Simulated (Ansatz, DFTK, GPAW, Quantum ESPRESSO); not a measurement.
## Ti: programs and potentials compared

```
Ti
1.0
    -1.64100    1.64100    1.64100
     1.64100   -1.64100    1.64100
     1.64100    1.64100   -1.64100
Ti
1
Cartesian
  0.0000 0.0000 0.0000
```

This isn't the form of Ti at room conditions, which is hcp.

Alike in all runs: task band structure; functional PBEsol; k mesh 11 × 11 × 11; occupations fermi-dirac, width 0.05 eV; no spin polarisation; no spin-orbit coupling. Pressure is positive in compression and, in plane waves, holds the error of the finite cutoff, which Ansatz's Pulay term estimates and takes out.

```csv
program and potentials,plane-wave cutoff (eV),notes,pressure (GPa)
"Ansatz, Ansatz PAW",420,"potentials made for PBE, which Ansatz adapts in part; 12 valence electrons an atom on average",-6.77
"Quantum ESPRESSO, PseudoDojo 0.4.1 SR PBEsol standard",1143,12 valence electrons an atom on average,?
"Ansatz, PAW datasets made for the crystal",260,4 valence electrons an atom on average,-6.78
"DFTK, PseudoDojo SR PBEsol 0.4.1 standard (PBEsol)",1143,12 valence electrons an atom on average,-6.72
"GPAW, PAW data sets generated for this functional",600,12 valence electrons an atom on average,-7.22
"Ansatz, all-electron LAPW, scalar-relativistic",-,-,-6.78
```

Problem. Estimate from the other rows what the run with Quantum ESPRESSO, PseudoDojo 0.4.1 SR PBEsol standard gave.

Solution. Pressure -6.67 GPa. The other rows, which needn't bracket it: pressure -7.22 to -6.72.
